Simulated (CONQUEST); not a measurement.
PbO2:

```xyz
6
Lattice="3.4090 0.0000 0.0000 0.0000 4.9950 0.0000 0.0000 0.0000 4.9950" Properties=species:S:1:pos:R:3 pbc="T T T"
Pb    1.7045    2.4975    2.4975
Pb    0.0000    0.0000    0.0000
O     0.0000    3.4594    1.5356
O     1.7045    0.9619    0.9619
O     1.7045    4.0331    4.0331
O     0.0000    1.5356    3.4594
```

The cell is a database's computed one.

* Program: CONQUEST 1.3
* Task: single point
* Functional: PBE
* Potentials or basis: PseudoDojo NC PBE, DZP, grid cutoff 150 Ha
* k mesh: 8 × 6 × 6
* Occupations: fermi-dirac, width 0.05 eV
* Spin: no spin polarisation

On this cell: pressure 10.9 GPa; largest force 0.024 eV/Å; band gap on the k mesh none (metal or under the smearing width).

The same run follows on a disturbed copy (atoms moved at random, drawn with an rms of 0.05 Å):

```xyz
6
Lattice="3.4090 0.0000 0.0000 0.0000 4.9950 0.0000 0.0000 0.0000 4.9950" Properties=species:S:1:pos:R:3 pbc="T T T"
Pb    1.7645    2.5053    2.4838
Pb    0.0268    0.0328    0.0053
O     3.3928    3.5153    1.5229
O     1.6906    0.9655    0.9782
O     1.7155    4.0812    4.0556
O     0.0485    1.5188    3.4937
```

Problem. What changes?

Solution. The energy (extrapolated to zero smearing) moves by +15.8 meV/atom; pressure 11.3 GPa; largest force 1.113 eV/Å; band gap on the k mesh none (metal or under the smearing width).

Forces in eV/Å, atoms in the order of the input:
```
Pb  -0.696  0.309  0.538
Pb  -0.560 -0.284  0.083
O    0.565 -0.519  0.460
O    0.409  0.231  0.223
O    0.225 -0.591 -0.500
O   -0.003  0.818 -0.755
```

Stress tensor (GPa, compression positive):
```
13.71  0.85 -0.21
 0.85 10.11 -0.89
-0.21 -0.89 10.19
```

The forces don't sum to zero, so they hold noise of the program's grid.

Caveats: the basis of atomic orbitals isn't converged, which shifts pressures, moduli and gaps.
